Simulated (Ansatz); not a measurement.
SrF2 (Fm-3m), PBEsol, rigid bands (Ansatz, a program for electronic structure): N_c = 9.26e18 cm⁻³ at 300 K and an electron conductivity mass of 0.517 mₑ.

### Question
For 1e16 electrons per cm³ at 300 K, place the Fermi level, estimate the Seebeck coefficient of a parabolic band with constant τ, and give mobility and conductivity for τ = 5 fs.

### Answer
The level lies k_BT ln(N_c/n) = 0.177 eV below the conduction-band minimum. S ≈ −(k_B/e)[ln(N_c/n) + 5/2] = -804 μV/K, against -803 μV/K from the full bands (mean over directions). μ = eτ/m = 17.0 cm²/(V·s) and σ = neμ = 0.0273 S/cm. τ is assumed, not computed.

Band transport and this doping are assumed; polarons and phonon drag are left out. Spin-orbit coupling is left out.
